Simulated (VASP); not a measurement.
Results of a VASP single-point calculation on KCl (strained zincblende)

POSCAR

```
K  Cl
 1.0000000000000000
     0.0000000000000000    3.6826469720000001    3.6826469720000001
     3.6826469720000001    0.0000000000000000    3.6826469720000001
     3.6826469720000001    3.6826469720000001    0.0000000000000000
 K   Cl
   1   1
Cartesian
  0.0000000000000000  0.0000000000000000  0.0000000000000000
  1.8413234860000001  1.8413234860000001  1.8413234860000001
```

```json
{"gap between bands v and c": "4.47 eV", "least direct gap": "4.49 eV"}
```

Band v is the last that the valence electrons fill when counted band by band, and c is the next. Levels in eV from the top of v:

```
point    v−1      v     c   c+1
    Γ  -0.01  -0.01  4.47  9.05
    X  -0.01  -0.01  6.47  7.41
    K  -0.09  -0.01  6.65  7.44
    L   0.00   0.00  6.84  6.90
    W  -0.14  -0.02  6.67  7.41
```

Which of these levels of theory gave these results?
A. PBE with spin–orbit coupling
B. HSE06
C. r²SCAN
D. PBE
E. PBE0
F. LDA
G. PBEsol

D.

The INCAR was:

```
LCHARG = .FALSE.
NSW = 0
NBANDS = 15
ISMEAR = -1
LWAVE = .FALSE.
EDIFF = 1E-7
LREAL = .FALSE.
NELM = 120
SIGMA = 0.02
ENCUT = 520
IBRION = -1
ISIF = 2
GGA = PE
PREC = Accurate
LASPH = .TRUE.
```
